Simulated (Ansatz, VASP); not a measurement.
## Y: VASP beside Ansatz

Contents of INCAR:

```
SYSTEM = Y
PREC = Accurate
ENCUT = 520
EDIFF = 1E-7
ISMEAR = 0
SIGMA = 0.15
LREAL = .FALSE.
LASPH = .TRUE.
NELM = 100
ALGO = Fast
ISIF = 2
LWAVE = .FALSE.
LCHARG = .TRUE.
LELF = .TRUE.
LVHAR = .TRUE.
NBANDS = 12
```

KPOINTS

```
Automatic mesh
0
G
  16 16 16
  0 0 0
```

The input POSCAR:

```
Y
1.0
    0.0000000000      2.5844000000      2.4850000000
    2.5844000000      0.0000000000      2.4850000000
    2.5844000000      2.5844000000      0.0000000000
Y
1
Direct
    0.0000000000      0.0000000000      0.0000000000
```

Input for Ansatz:

```yaml
crystal:
  lattice:
    - [0.0, 2.5844, 2.485]
    - [2.5844, 0.0, 2.485]
    - [2.5844, 2.5844, 0.0]
  atoms:
    - { symbol: "Y", position: [0.0, 0.0, 0.0] }
basis:
  ecutwfc: 420
kpoints:
  mp_grid: { grid: [16, 16, 16] }
hamiltonian:
  xc: lda
scf:
  occupations: { method: gaussian, width: 0.15 }
output:
  forces: true
  stress: true
  eigenvalues: true
```

Change from the starting cell: strain +0.040 along x and y, +0.000 along z, atoms carried along.

Alike in both runs: task single point; functional LDA; k mesh 16 × 16 × 16; occupations gaussian, width 0.15 eV; no spin polarisation.

|  | VASP | Ansatz |
| --- | --- | --- |
| version | VASP 6.6.1 | Ansatz 0.2.0 |
| potentials or method | VASP PAW LDA potentials, release 64 (Y_sv) | scalar-relativistic, plane waves, PAW |
| plane-wave cutoff (eV) | 520 | 420 |
| valence electrons in the cell | 11 | 11 |

```csv
,VASP,Ansatz,Ansatz less VASP
gap on the k mesh at the Fermi level (eV),none,none,-
pressure (GPa),-4.6,-4.4,+0.10
largest component of the traceless stress (GPa),0.70,0.70,-0.005
```

A gap of «none» marks a metal or a gap that the smearing closes.
